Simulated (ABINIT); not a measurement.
A run of ABINIT 10.8.3 (patched build):

Contents of run.abi:

```
# Datasets
ndtset 3

# Pseudopotentials
pp_dirpath "./"
pseudos "Sr.upf, Cl.upf"

# Structure
acell 3*1.0 Angstrom
rprim
     0.0000000000     3.4883500000     3.4883500000
     3.4883500000     0.0000000000     3.4883500000
     3.4883500000     3.4883500000     0.0000000000
ntypat 2
znucl 38 17
natom 3
typat 1 2 2
xred
            0.0            0.0            0.0
            3/4            3/4            3/4
            1/4            1/4            1/4

# Plane-wave basis
ecut 26.0

# k points
ngkpt 6 6 6
nshiftk 4
shiftk
     0.5000000000     0.5000000000     0.5000000000
     0.5000000000     0.0000000000     0.0000000000
     0.0000000000     0.5000000000     0.0000000000
     0.0000000000     0.0000000000     0.5000000000
istwfk *1

# Exchange and correlation
ixc 7

# Bands and occupations
occopt 1

# SCF cycle
nstep 80
diemac 6.0

# Output
iomode 3
prteig 0
prtebands 0

# Dataset 1: ground state
nband1 12
tolvrs1 1.0e-12
prtden1 1
prtwf1 0
kptopt1 1

# Dataset 2: empty bands at fixed density
iscf2 -2
getden2 1
nband2 28
nbdbuf2 4
tolwfr2 1.0e-12
nstep2 120
prtden2 0
kptopt2 1

# Dataset 3: wave functions and velocity matrix elements in the full zone
optdriver3 8
wfk_task3 "wfk_optics_fullbz"
getwfk3 2
nband3 24
kptopt3 1
prtevk3 1
inclvkb3 2
```

The input optic.abi:

```
&FILES
 ddkfile_1 = 'runo_DS3_1_EVK.nc',
 ddkfile_2 = 'runo_DS3_2_EVK.nc',
 ddkfile_3 = 'runo_DS3_3_EVK.nc',
 wfkfile = 'runo_DS3_WFK.nc'
/
&PARAMETERS
 broadening = 0.001837,
 domega = 0.002,
 maxomega = 0.8,
 scissor = 0.000000,
 tolerance = 0.002
/
&COMPUTATIONS
 num_lin_comp = 1,
 lin_comp = 11,
 num_nonlin_comp = 0
/
```

Potentials or basis: PseudoDojo NC SR LDA v0.4.1 standard.

Command:

```bash
$ abinit run.abi > log 2>&1
$ optic optic.abi > optic.log 2>&1
```

Hardware: 1 thread of Intel(R) Xeon(R) Platinum 8488C (Sapphire Rapids) (shared host).

How long does it take, and how much memory?

Run time: 3.3 min on 1 thread of Intel(R) Xeon(R) Platinum 8488C (Sapphire Rapids) (shared host), peak memory 1.5 GiB. Counts: scf iterations 10, mpi ranks 1, k points 28, bands 12, plane waves 3644.
